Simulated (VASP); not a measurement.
Set up this calculation in VASP 6.6.1, as the native input.

| Quantity | Value |
| --- | --- |
| Task | relaxation of cell and atoms |
| Functional | PBE |
| Potentials or basis | VASP PAW PBE potentials, release 64 (Zr_sv, N) |
| Cutoff | 600 eV |
| k mesh | 14 × 14 × 14 |
| Occupations | methfessel-paxton, width 0.1 eV |
| Spin | no spin polarisation |
| Target pressure | 30 GPa |
| Further INCAR settings | ALGO = Fast; EDIFF = 1e-06; IBRION = 2; EDIFFG = -0.01; NSW = 40; ISIF = 3 |
| Target pressure | 30 GPa |

The structure of ZrN lies in POSCAR:

```
ZrN
1.0
    0.0000000000      2.3000000000      2.3000000000
    2.3000000000      0.0000000000      2.3000000000
    2.3000000000      2.3000000000      0.0000000000
Zr N
1 1
Direct
    0.5000000000      0.5000000000      0.5000000000
    0.0000000000      0.0000000000      0.0000000000
```

These files were run (other wordings do the same):

INCAR

```
PREC = Accurate ; ENCUT = 600
EDIFF = 1E-6 ; ISMEAR = 1
SIGMA = 0.1 ; LREAL = False
LASPH = True ; NELM = 80
ALGO = Fast ; ISIF = 3
LWAVE = False ; LCHARG = False
GGA = PE ; IBRION = 2
NSW = 40 ; EDIFFG = -0.01
PSTRESS = 300 ; KPAR = 4
```

KPOINTS

```
Automatic mesh
0
Gamma
  14 14 14
```

Potentials or basis: VASP PAW PBE potentials, release 64 (Zr_sv, N).

Command:

```sh
$ cat potpaw_PBE.64/Zr_sv/POTCAR potpaw_PBE.64/N/POTCAR > POTCAR
$ mpirun -np 4 vasp_std > vasp.out
```

It gave:

The relaxed volume is 11.01 Å³/atom. The relaxed cell is a = 3.146 Å, b = 3.146 Å, c = 3.146 Å, α = 60.00°, β = 60.00°, γ = 60.00° and the space group after relaxing (to 0.05 Å) is Fm-3m (No. 225). The energy change on relaxing (the enthalpy is what falls) is +96.7 meV/atom. The ionic steps are 5, the pressure after relaxing is 30.0 GPa and the band gap on the k mesh is none (metal or under the smearing width).

Caveat: the cell is relaxed towards a set pressure, so the enthalpy falls and the energy may rise.

Wall time 2.9 min on 4 MPI ranks on Intel(R) Xeon(R) Platinum 8259CL CPU @ 2.50GHz (Skylake/Cascade Lake) (shared host), peak memory 0.19 GiB a rank.
